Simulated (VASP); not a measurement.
Input of a VASP 6.6.1 run:

The input INCAR:

```
PREC = Accurate
ENCUT = 520
EDIFF = 1E-6
ISMEAR = -1
SIGMA = 0.1
LREAL = False
LASPH = True
NELM = 100
ALGO = Normal
ISIF = 2
LWAVE = False
LCHARG = False
GGA = PE
NBANDS = 11
```

File KPOINTS:

```
regular mesh
0
Gamma
  4 4 4
```

File POSCAR:

```
Ba
1.0
    0.0000000000      3.2326650000      3.2326650000
    3.2326650000      0.0000000000      3.2326650000
    3.2326650000      3.2326650000      0.0000000000
Ba
1
Direct
    0.0000000000      0.0000000000      0.0000000000
```

Potentials or basis: VASP PAW PBE potentials, release 64 (Ba_sv).

Launch:

```console
$ cat potpaw_PBE.64/Ba_sv/POTCAR > POTCAR
$ mpirun -np 1 vasp_std > vasp.out
```

Q: What does it give for the band gap on the k mesh?

A: None (metal or under the smearing width).

Q: Estimate the pressure.

A: -0.2 GPa.

Caveat: the k mesh is coarse (spacing up to 0.42 Å⁻¹), so the values aren't converged. Spin-orbit coupling is left out, which matters for the levels of Ba.
